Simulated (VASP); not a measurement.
Input of a VASP 6.6.1 run:

The input INCAR:

```
PREC = Accurate
ENCUT = 600
EDIFF = 1E-7
ISMEAR = -1
SIGMA = 0.05
LREAL = F
LASPH = T
NELM = 100
ALGO = Normal
ISIF = 3
LWAVE = F
LCHARG = F
GGA = PE
IBRION = 2
NSW = 40
EDIFFG = -0.01
```

KPOINTS

```
regular mesh
0
Gamma
  4 4 4
```

The input POSCAR:

```
CsSnI3
1.0
    6.2057000000      0.0000000000      0.0000000000
    0.0000000000      6.2057000000      0.0000000000
    0.0000000000      0.0000000000      6.2057000000
Cs I Sn
1 3 1
Direct
    0.0000000000      0.0000000000      0.0000000000
    0.5000000000      0.5000000000      0.0000000000
    0.5000000000      0.0000000000      0.5000000000
    0.0000000000      0.5000000000      0.5000000000
    0.5000000000      0.5000000000      0.5000000000
```

Potentials or basis: VASP PAW PBE potentials, release 64 (Cs_sv, I, Sn).

Launch:

```console
$ cat potpaw_PBE.64/Cs_sv/POTCAR potpaw_PBE.64/I/POTCAR potpaw_PBE.64/Sn/POTCAR > POTCAR
$ mpirun -np 1 vasp_std > vasp.out
```

Q: What does it give for the relaxed volume?

A: 49.97 Å³/atom.

Q: Estimate the band gap on the k mesh.

A: 0.50 eV, direct.

Q: Estimate the relaxed cell.

A: a = 6.298 Å, b = 6.298 Å, c = 6.298 Å, α = 90.00°, β = 90.00°, γ = 90.00°.

Q: What does it give for the space group after relaxing (to 0.05 Å)?

A: Pm-3m (No. 221).

Final structure:
```cif
data_structure
_symmetry_space_group_name_H-M 'P 1'
_symmetry_Int_Tables_number 1
_cell_length_a 6.2984
_cell_length_b 6.2984
_cell_length_c 6.2984
_cell_angle_alpha 90.000
_cell_angle_beta 90.000
_cell_angle_gamma 90.000
_cell_volume 249.86
loop_
_atom_site_label
_atom_site_type_symbol
_atom_site_fract_x
_atom_site_fract_y
_atom_site_fract_z
_atom_site_occupancy
Cs1 Cs 0.00000 0.00000 0.00000 1
I1 I 0.50000 0.50000 0.00000 1
I2 I 0.50000 0.00000 0.50000 1
I3 I 0.00000 0.50000 0.50000 1
Sn1 Sn 0.50000 0.50000 0.50000 1
```

Caveat: spin-orbit coupling is left out, which moves the levels of the heavy elements. Zero-point motion and thermal expansion aren't in these numbers.
